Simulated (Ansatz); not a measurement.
**Bi: relaxation (Ansatz)**

input.yaml:

```yaml
crystal:
  lattice:
    - [3.334184, 3.05348, 0.0]
    - [3.334184, -3.05348, 0.0]
    - [1.150257, 0.0, -3.090967]
  atoms:
    - { symbol: Bi, position: [0.2518, 0.2518, 0.851] }
    - { symbol: Bi, position: [0.7482, 0.7482, 0.149] }
  symmetry: { tolerance: 0.0003 }
kpoints:
  mp_grid: { grid: [5, 5, 7], shift: [0, 0, 0] }
magnetization:
  spin_polarized: false
scf:
  occupations: { method: fermi_dirac }
  lower_state_search: "off"
hamiltonian:
  pseudopotentials: { kind: paw }
  xc: pbe
basis:
  ecutwfc: 420
  fft_grid_basis: typed
relax:
  max_steps: 80
  cell: { p_target: 0.0 }
  f_tol: 0.03
output:
  forces: true
  stress: true
  eigenvalues: true
  bader: true
  populations: true
  elf: true
  write_potential: true
  volumetric_format: npy
  dos:
    e_range: [-12, 8]
    de: 0.05
    projected: { site_lists: { Bi: [Bi] } }
  write_density: true
checkpoint:
  read: saved_state
```

Run with:

```bash
ansatz run input.yaml --threads 2 --pin off --max-ram 2560MiB --backend cpu --events-out ev --progress --plain --runs-dir out
```

Origin of the cell: a database entry, scaled a little.

The smearing width isn't typed, so it takes its default of 0.1 eV.

The saved state is a converged single point of the same cell.

Output (shortened):

```
Pseudopotentials: kind: paw
Pseudopotential: Bi, paw, valence charge 15, recommended cutoff 420 eV (normal), Bi.paw.azcp
Functional definition: PBE
  exchange = pbe_x(kappa = kappa, mu = beta*pi^2/3)
  correlation = pbe_c(beta = beta)
Crystal: 2 atoms, lattice volume = 62.937 Å³
Basis set: ecut = 420 eV, 1251 PW (Γ), exchange–correlation on 64×64×48 points (8 copies of the dense FFT grid, shifted against one another)
Bands: 19, of which v1, the nominal top of the filled ones, is band 15 counted from 1 (14 counted from 0)
Symmetry: 4 space group operations
Space group: C2/m (ITA 12), of the structure as read, at distance tolerance 1.2e-3 Å
k-points: 54 of 175
[… 3 lines left out …]
Initial density: read from a saved state, or passed on in memory by an earlier SCF of this step, an earlier step, the calling program or the single point that the run made first
Functional: x = pbe(κ = 0.804, μ = 0.219515), c = pbe(β = 0.066725)
SCF iter   1: F=—  HF=-24792.970020 eV  Δρ=1.20e-3  dr2=1.63e-3
SCF iter   2: F=—  HF=-24792.969703 eV  Δρ=7.97e-4  dr2=7.31e-4
SCF iter   3: F=—  HF=-24792.969452 eV  Δρ=1.23e-4  dr2=1.39e-5
SCF iter   4: F=—  HF=-24792.969442 eV  Δρ=4.93e-5  dr2=1.59e-6
SCF iter   5: F=-24792.969443 eV  HF=-24792.969443 eV  Δρ=9.87e-6  dr2=7.72e-8
relax step   1: F+E_penalty+E_count = -24792.969443 eV  Δ(F+E_penalty+E_count) = +0.000e0 eV  max|allowed force component| = 1.205e-1 eV/Å  Δτ_max = 0.0000 Å  P = +4.389 GPa  Ω = 62.937 Å³  ( […]
relax step   2: F+E_penalty+E_count = -24793.028151 eV  Δ(F+E_penalty+E_count) = -5.871e-2 eV  max|allowed force component| = 1.281e-1 eV/Å  Δτ_max = 0.0274 Å  P = -1.750 GPa  Ω = 70.870 Å³ […]
relax step   3: F+E_penalty+E_count = -24793.046236 eV  Δ(F+E_penalty+E_count) = -1.808e-2 eV  max|allowed force component| = 4.915e-2 eV/Å  Δτ_max = 0.0172 Å  P = -0.307 GPa  Ω = 68.717 Å³ […]
relax step   4: F+E_penalty+E_count = -24793.048272 eV  Δ(F+E_penalty+E_count) = -2.036e-3 eV  max|allowed force component| = 2.141e-2 eV/Å  Δτ_max = 0.0167 Å  P = -0.181 GPa  Ω = 68.681 Å³ […]
relax step   5: F+E_penalty+E_count = -24793.048589 eV  Δ(F+E_penalty+E_count) = -3.174e-4 eV  max|allowed force component| = 2.104e-2 eV/Å  Δτ_max = 0.0199 Å  P = -0.081 GPa  Ω = 68.522 Å³ […]
relax step   6: F+E_penalty+E_count = -24793.048727 eV  Δ(F+E_penalty+E_count) = -1.371e-4 eV  max|allowed force component| = 4.880e-3 eV/Å  Δτ_max = 0.0071 Å  P = +0.020 GPa  Ω = 68.485 Å³ […]
relax step   7: F+E_penalty+E_count = -24793.048744 eV  Δ(F+E_penalty+E_count) = -1.786e-5 eV  max|allowed force component| = 4.107e-4 eV/Å  Δτ_max = 0.0024 Å  P = +0.000 GPa  Ω = 68.482 Å³ […]
relax step   8: F+E_penalty+E_count = -24793.049693 eV  Δ(F+E_penalty+E_count) = -9.481e-4 eV  max|allowed force component| = 4.372e-4 eV/Å  Δτ_max = 0.0000 Å  P = -0.008 GPa  Ω = 68.482 Å³  stress off target by 8.10e-3 GPa […]
SCF 8 converged in 7 iterations: F = -24793.049693 eV  dr2 = 5.12e-12
basis re-selected at this cell: Δ(F+E_penalty+E_count) = -9.481e-4 eV, ΔP = -0.008 GPa vs the last step (what re-selecting the basis moved, of the pressure what is left beyond the Pulay corre […]
SCF converged after 7 iterations
Free energy (F): -24793.049693 eV
Harris-Foulkes:  -24793.049693 eV  (|F-HF|=1.82e-11)
Internal energy: -24793.023643 eV  (E = F + TS)
E sigma→0 (E₀):  -24793.036668 eV
Entropy (-TS):   -0.026049 eV (-13.025 meV/atom)
Fermi energy:    10.129021 eV
--- Per-component energies (eV) ---
  E_band       = -206.503837
  E_kinetic    = 603.680068
  E_local      = -3009.805516  (includes V_loc(G=0)·N_el)
  E_nonlocal   = 1119.255083
  E_hartree    = 970.156710
  E_xc         = -302.231140
  E_vxc        = -288.023655  (∫ρ·V_xc dr)
  E_paw        = -21326.120317  (= ΣΔE_a)
  E_vpaw       = -571.922476  (= ΣTr[D̂ρ^β])
  E_aug_tail   = -0.000868  (compensation charges beyond the density's cutoff)
  E_ewald      = -2847.957663
  E_smearing   = -0.026049  (= −TS)
  Σ components = -24793.049693   (vs F -24793.049693, Δ=0.00e0)
--- Forces (eV/Å), atoms counted from 1 ---
  atom   1  Bi    -0.000437     0.000000    -0.000363
  atom   2  Bi     0.000437     0.000000     0.000363
  max |Σ_I F_I| component: 0.0 eV/Å
--- Stress (GPa, compression-positive) ---
       -0.007397       0.000000      -0.000291
        0.000000      -0.008100       0.000000
       -0.000291       0.000000      -0.007327
  P = ⅓ Tr σ = -0.0076 GPa (-0.076 kbar)
--- Relaxed structure (7 steps of the walk, 7 accepted, 1 SCFs on fresh bases) ---
  F+E_penalty+E_count = -24793.049693 eV   max|allowed force component| = 4.372e-4 eV/Å   (the final SCF, on the basis selected at the relaxed cell)
  cell:  # Å, volume = 68.4821 Å³
    - [3.415133, 3.172980, 0.057922]
    - [3.415133, -3.172980, 0.057922]
    - [1.124487, 1.106e-17, -3.140820]
  atoms:
    - { symbol: Bi, position: [0.243691, 0.243691, 0.872567] }
    - { symbol: Bi, position: [0.756309, 0.756309, 0.127433] }
--- Löwdin populations: 2 sites ---
  site symbol       q [e]
     0     Bi     14.9672
     1     Bi     14.9672
  spilling = 0.002188 (of n_electrons = 30.000000)
--- Bader charges: 2 sites ---
  site symbol  charge [e]  shift [e]
     0     Bi      0.0000     0.0000
     1     Bi      0.0000     0.0000
  estimated error of the sums over rays = 1.1e-4 e
```

The starting structure.

Space group C2/m (No. 12); the run's cell has a = 4.521 Å, b = 4.521 Å, c = 3.298 Å, α = 75.10°, β = 75.10°, γ = 84.97°. Shortest distances: Bi–Bi 3.15 Å.

After:

Space group C2/m (No. 12); the run's cell has a = 4.662 Å, b = 4.662 Å, c = 3.336 Å, α = 76.40°, β = 76.40°, γ = 85.78°. Shortest distances: Bi–Bi 3.16 Å.

```
Free energy lowered by  : 40.1 meV/atom
Volume change           : 8.81 %
Final pressure          : -0.01 GPa
Relaxation steps listed : 8
Gap on the mesh         : none (metal)
```

Caveats: no spin-orbit coupling, though heavy elements are present; the relaxation held the start's symmetry, so the end may be a saddle point.

Time: 39 s of wall time on 2 CPU thread(s) of a shared host, from a saved density.
